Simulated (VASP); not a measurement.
# Cu (Fm-3m) in VASP: further runs

One crystal, Cu, is run at these levels: PBEsol, r2SCAN, HSE06, PBE0; tasks: single point.

Program: VASP 6.6.1. These are calculated values, not measurements. Logs are shortened: lines on timing, memory, paths and dates and some standing lists are left out, and cuts for length are marked.

## 1. The structure

It takes space group Fm-3m (No. 225, cubic). Conventional cell: a = 3.634 Å, b = 3.634 Å, c = 3.634 Å, α = 90.00°, β = 90.00°, γ = 90.00°. Around Cu (site symmetry m-3m) lie 12 Cu at 2.57 Å.

## 2. Single point, PBEsol

File INCAR:

```
SYSTEM = Cu
PREC = Accurate
ENCUT = 450
EDIFF = 1E-6
ISMEAR = 1
SIGMA = 0.1
LREAL = .False.
LASPH = .True.
NELM = 120
ALGO = Normal
ISIF = 2
LWAVE = .False.
LCHARG = .False.
GGA = PS
KPAR = 4
```

File KPOINTS:

```
Automatic mesh
0
Gamma
  21 21 21
  0 0 0
```

File POSCAR:

```
Cu                                      
1.0
   -0.0000000000      1.8170093628      1.8170093628
    1.8170093628      0.0000000000      1.8170093628
    1.8170093628      1.8170093628     -0.0000000000
  Cu            
     1
Direct
     0.0000000000000000    0.0000000000000000    0.0000000000000000
```

Potentials or basis: VASP PAW PBE potentials, release 64 (Cu).

Run with:

```
$ cat potpaw_PBE.64/Cu/POTCAR > POTCAR
$ mpirun -np 4 vasp_std > vasp.out
```

OUTCAR:

```text
SYSTEM = Cu
   PREC = Accurate
   ENCUT = 450
   EDIFF = 1E-6
   ISMEAR = 1
   LREAL = .False.
   LASPH = .True.
   NELM = 120
   ISIF = 2
   GGA = PS

 ion  position               nearest neighbor table
   1  0.000  0.000  0.000-

  LATTYP: Found a face centered cubic cell.
 ALAT       =     3.6340187256

  Lattice vectors:

 A1 = (   0.0000000000,   1.8170093628,   1.8170093628)
 A2 = (   1.8170093628,   0.0000000000,   1.8170093628)
 A3 = (   1.8170093628,   1.8170093628,   0.0000000000)

Analysis of symmetry for initial positions (statically):
=====================================================================
 Subroutine PRICEL returns:
 Original cell was already a primitive cell.

 Routine SETGRP: Setting up the symmetry group for a
 face centered cubic supercell.

 Subroutine GETGRP returns: Found 48 space group operations
 (whereof 48 operations were pure point group operations)
 out of a pool of 48 trial point group operations.

The static configuration has the point symmetry O_h .

Analysis of symmetry for dynamics (positions and initial velocities):
=====================================================================
 Subroutine PRICEL returns:
 Original cell was already a primitive cell.

 Routine SETGRP: Setting up the symmetry group for a
 face centered cubic supercell.

 Subroutine GETGRP returns: Found 48 space group operations
 (whereof 48 operations were pure point group operations)
 out of a pool of 48 trial point group operations.

The dynamic configuration has the point symmetry O_h .

 Subroutine INISYM returns: Found 48 space group operations
 (whereof 48 operations are pure point group operations),
 and found     1 'primitive' translations

----------------------------------------------------------------------------------------

                                     Primitive cell

  volume of cell :      11.9978

  direct lattice vectors                    reciprocal lattice vectors
     0.000000000  1.817009363  1.817009363    -0.275177448  0.275177448  0.275177448
     1.817009363  0.000000000  1.817009363     0.275177448 -0.275177448  0.275177448
     1.817009363  1.817009363  0.000000000     0.275177448  0.275177448 -0.275177448

  length of vectors
     2.569639284  2.569639284  2.569639284     0.476621322  0.476621322  0.476621322

  position of ions in fractional coordinates (direct lattice)
     0.000000000  0.000000000  0.000000000

[... 79 lines left out ...]
   IBRION =     -1    ionic relax: 0-MD 1-quasi-New 2-CG
   NFREE  =      0    steps in history (QN), initial steepest desc. (CG)
   ISIF   =      2    stress and relaxation
   ISYM   =      2    0-nonsym 1-usesym 2-fastsym
   POTIM  = 0.5000    time-step for ionic-motion
   TEBEG  =    0.0;   TEEND  =   0.0 temperature during run
   PSTRESS=    0.0 pullay stress
   NELECT =      11.0000    total number of electrons
   NUPDOWN=      -1.0000    fix difference up-down
   EMIN   =  10.00;   EMAX   =-10.00  energy-range for DOS
   EFERMI =   0.00;   METHOD = LEGACY
   ISMEAR =     1;   SIGMA  =   0.10  broadening in eV -4-tet -1-fermi 0-gaus
   EFERMI_NEDOS =   21; number of points for ismear=-14 and -15
   IALGO  =     38    algorithm
   IMIX   =      4    mixing-type and parameters
     AMIX     =   0.40;   BMIX     =  1.00
     AMIX_MAG =   1.60;   BMIX_MAG =  1.00
  volume/ion in A,a.u.               =      12.00        80.97
  Fermi-wavevector in a.u.,A,eV,Ry     =   1.590396  3.005412 34.414017  2.529359
  Thomas-Fermi vector in A             =   2.689097
   LORBIT       =      0    0 simple, 1 ext, 2 COOP (PROOUT), +10 PAW based schemes
   GGA     = PS    functional components
   LHFCALC =     F    Hartree Fock is set to
   AEXX    =    0.0000 exact exchange contribution
   IVDW    =     0    specifies the selected vdW correction
   LEPSILON=     F    determine dielectric tensor
   LRPA    =     F    only Hartree local field effects (RPA)
 non-spin polarized calculation
 Methfessel and Paxton  Order N= 1 SIGMA  =   0.10
  energy-cutoff  :      450.00
  volume of cell :       12.00
 maximum number of plane-waves:       274
 NGX is ok and might be reduce to    18
   NGX =  9   NGY =  9   NGZ =  9

 number of electron      11.0000012 magnetization

 Free energy of the ion-electron system (eV)
  ---------------------------------------------------
  ext. energy  EPLUGINS =         0.00000000
  ---------------------------------------------------
  free energy    TOTEN  =        -4.28971926 eV

  energy without entropy =       -4.28947010  energy(sigma->0) =       -4.28963621

 E-fermi :   7.2352     XC(G=0): -12.8168

 val. band max:        7.2314191051   @ k =  -0.2857   0.2381   0.0000
 cond. band min:       7.2384895130   @ k =  -0.3333   0.1905   0.0476
 fundamental gap:      0.0070704080
 Fermi energy:         7.2351975665

 k-point     1 :       0.0000    0.0000    0.0000
  band No.  band energies     occupation
      1      -2.0628      2.00000
      2       4.2238      2.00000
      3       4.2238      2.00000
      4       4.2238      2.00000
      5       5.0359      2.00000
      6       5.0359      2.00000
      7      29.6644      0.00000
      8      32.1543      0.00000
      9      32.1543      0.00000
[... 265 lines left out ...]
 k-point    24 :      -0.3810    0.0476    0.0000
  band No.  band energies     occupation
      1       1.9681      2.00000
      2       4.2237      2.00000
      3       4.2618      2.00000
      4       4.7416      2.00000
      5       5.4246      2.00000
      6       5.7546      2.00000
      7      13.2107      0.00000
      8      26.9156      0.00000
      9      28.9242      0.00000

 [... further k-points ...]

------------------------ aborting loop because EDIFF is reached ----------------------------------------

  FORCE on cell =-STRESS in cart. coord.  units (eV):
  Direction    XX          YY          ZZ          XY          YZ          ZX
  --------------------------------------------------------------------------------------
  -------------------------------------------------------------------------------------
  Total       -0.6420557     -0.6420557     -0.6420557     -0.0000000     -0.0000000      0.0000000
  in kB      -85.7396660    -85.7396660    -85.7396660     -0.0000000     -0.0000000      0.0000000
  external PRESSURE =     -85.7396660 kB  Pullay stress =       0.0000000 kB

 VOLUME and BASIS-vectors are now :
 -----------------------------------------------------------------------------
  energy-cutoff  :      450.00
  volume of cell :       12.00
      direct lattice vectors                 reciprocal lattice vectors
     0.000000000  1.817009363  1.817009363    -0.275177448  0.275177448  0.275177448
     1.817009363  0.000000000  1.817009363     0.275177448 -0.275177448  0.275177448
     1.817009363  1.817009363  0.000000000     0.275177448  0.275177448 -0.275177448

 POSITION                                       TOTAL-FORCE (eV/Angst)
 -----------------------------------------------------------------------------------
      0.00000      0.00000      0.00000        -0.000000     -0.000000     -0.000000
 -----------------------------------------------------------------------------------
    total drift:                                0.000000      0.000000      0.000000

  FREE ENERGIE OF THE ION-ELECTRON SYSTEM (eV)
  ---------------------------------------------------
  free  energy   TOTEN  =        -4.2897192632 eV

  energy  without entropy=       -4.2894700965  energy(sigma->0) =       -4.28963621
```

OSZICAR:

```text
N       E                     dE             d eps       ncg     rms          rms(c)
DAV:   1     0.319885028934E+02    0.31989E+02   -0.52144E+03  5325   0.182E+03
DAV:   2    -0.497187460442E+01   -0.36960E+02   -0.34940E+02  5194   0.185E+02
DAV:   3    -0.536468437023E+01   -0.39281E+00   -0.39195E+00  6123   0.279E+01
DAV:   4    -0.536721300822E+01   -0.25286E-02   -0.25283E-02  6235   0.201E+00
DAV:   5    -0.536724036499E+01   -0.27357E-04   -0.27358E-04  6192   0.167E-01    0.836E+00
DAV:   6    -0.477523750438E+01    0.59200E+00   -0.21082E+01  5423   0.105E+02    0.453E+00
DAV:   7    -0.430264248931E+01    0.47260E+00   -0.33217E+00  5489   0.416E+01    0.537E-01
DAV:   8    -0.429180457893E+01    0.10838E-01   -0.74833E-03  6343   0.184E+00    0.342E-01
DAV:   9    -0.428971296760E+01    0.20916E-02   -0.13727E-02  5628   0.245E+00    0.249E-02
DAV:  10    -0.428971805383E+01   -0.50862E-05   -0.46017E-05  7485   0.139E-01    0.556E-03
DAV:  11    -0.428971930049E+01   -0.12467E-05   -0.41436E-07  3705   0.939E-03    0.731E-04
DAV:  12    -0.428971926320E+01    0.37282E-07   -0.67806E-08  2926   0.511E-03
   1 F= -.42897193E+01 E0= -.42896362E+01  d E =-.249167E-03
```

stdout:

```text
POSCAR found type information on POSCAR Cu
 POSCAR found :  1 types and       1 ions
 scaLAPACK will be used
 -----------------------------------------------------------------------------
|                                                                             |
|                                                                             |
|     You enforced a specific xc type in the INCAR file but a different       |
|     I HOPE YOU KNOW WHAT YOU ARE DOING!                                     |
|                                                                             |
 -----------------------------------------------------------------------------

 LDA part: xc-table for (Slater+PW92), standard interpolation
 POSCAR, INCAR and KPOINTS ok, starting setup
 FFT: planning ... GRIDC
 FFT: planning ... GRID_SOFT
 FFT: planning ... GRID
 WAVECAR not read
 entering main loop
```

Wall time 3.8 s (4 MPI ranks of Intel Xeon 6975P-C (Granite Rapids), shared host); peak memory 0.13 GiB.

Results:

```
Free energy            : -4.2897 eV
Pressure               : -8.6 GPa
Band gap on the k mesh : none (metal or under the smearing width)
```

Caveat: the PAW data sets were made with another functional, which shifts forces and pressure a little.

## 3. Single point, r2SCAN

Changes to INCAR since step 2:

```diff
@@ -13,3 +13,4 @@
 LCHARG = .False.
-GGA = PS
+METAGGA = R2SCAN
+LMIXTAU = .True.
 KPAR = 4
```

KPOINTS is that of step 2.

POSCAR is that of step 2.

Potentials or basis: VASP PAW PBE potentials, release 64 (Cu).

Run with:

```
$ cat potpaw_PBE.64/Cu/POTCAR > POTCAR
$ mpirun -np 4 vasp_std > vasp.out
```

Run time: 16 s. Hardware: 4 MPI ranks of Intel Xeon 6975P-C (Granite Rapids), shared host; peak memory 0.13 GiB.

The run converged. Its results:

* Free energy: -10.8142 eV
* Pressure: -7.2 GPa
* Band gap on the k mesh: none (metal or under the smearing width)

Levels at points of the mesh, in eV from the Fermi level:
```tsv
k point	band 4	band 5	band 6	band 7	band 8	band 9
(0.00, 0.00, 0.00)	-3.13	-2.33	-2.33	23.22	26.12	26.12
```

Caveat: the PAW data sets were made with another functional, which shifts forces and pressure a little.

## 4. Single point, HSE06

POSCAR is that of step 3.

File INCAR.step1:

```
SYSTEM = Cu
PREC = Accurate
ENCUT = 450
EDIFF = 1E-5
ISMEAR = 1
SIGMA = 0.1
LREAL = .False.
LASPH = .True.
NELM = 120
ALGO = Normal
ISIF = 2
LWAVE = .True.
LCHARG = .False.
KPAR = 4
GGA = PE
```

File INCAR.step2:

```
SYSTEM = Cu
PREC = Accurate
ENCUT = 450
EDIFF = 1E-6
ISMEAR = 1
SIGMA = 0.1
LREAL = .False.
LASPH = .True.
NELM = 120
ALGO = Normal
ISIF = 2
LWAVE = .False.
LCHARG = .False.
GGA = PE
LHFCALC = .True.
HFSCREEN = 0.2
PRECFOCK = Fast
KPAR = 4
ISTART = 1
```

File KPOINTS:

```
Automatic mesh
0
Gamma
  11 11 11
  0 0 0
```

Run with:

```
$ cat potpaw_PBE.64/Cu/POTCAR > POTCAR
$ cp INCAR.step1 INCAR
$ mpirun -np 4 vasp_std > vasp.out
$ cp INCAR.step2 INCAR
$ mpirun -np 4 vasp_std > vasp.out
```

Run time: 6.5 min. Hardware: 4 MPI ranks of Intel Xeon 6975P-C (Granite Rapids), shared host; peak memory 0.22 GiB.

Results (log left out):

| Property | Result |
| --- | --- |
| Free energy | -3.6552 eV |
| Pressure | -1.2 GPa |
| Band gap on the k mesh | none (metal or under the smearing width) |

Levels at points of the mesh, in eV from the Fermi level:
```
           k point  band 2  band 3  band 4  band 5  band 6  band 7  band 8  band 9
(0.00, 0.00, 0.00)   -4.37   -4.37   -4.37   -3.58   -3.58   23.73   26.62   26.62
```

Caveat: the PAW data sets were made with another functional, which shifts forces and pressure a little.

(Part 1 of 2 ends here.)
